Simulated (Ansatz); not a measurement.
## Ca in Ansatz: convergence with ecutrho ratio

Crystal: Ca.

```xyz
1
Lattice="-2.2400 2.2400 2.2400 2.2400 -2.2400 2.2400 2.2400 2.2400 -2.2400" Properties=species:S:1:pos:R:3 pbc="T T T"
Ca    0.0000    0.0000    0.0000
```

This isn't the form of Ca at room conditions, which is fcc.

- Program: Ansatz 0.2.0
- Task: convergence study
- Functional: PBE
- Potentials or basis: PseudoDojo standard (PBE files)
- Cutoff: 925 eV
- Density cutoff: 3701 eV
- k mesh: 7 × 7 × 7
- Occupations: gaussian, width 0.05 eV
- Spin: no spin polarisation

These are the settings of the first run; the series varies ecutrho ratio, with any setting tied to it.

Hardware: 2 threads of Intel(R) Xeon(R) Processor @ 2.50GHz (Skylake/Cascade Lake) (shared host).

```tsv
ecutrho ratio	energy less the tightest run, at zero smearing (meV/atom)	SCF cycles	CPU time (s)	peak memory (GiB)
4	0.00	6	2.7	0.31
5	0.00	6	2.7	0.34
6	0.00	6	2.8	0.35
8	0.00	6	3.8	0.43
10	0.00	6	4.2	0.47
12	0.00	6	4.8	0.55
```

Against the tightest run, the energy stays within 1 meV/atom from 4 on. The tightest run that finished is the yardstick and may itself not be fully converged.

Caveat, for the tightest run too: the cell was measured hot, at 740 K.
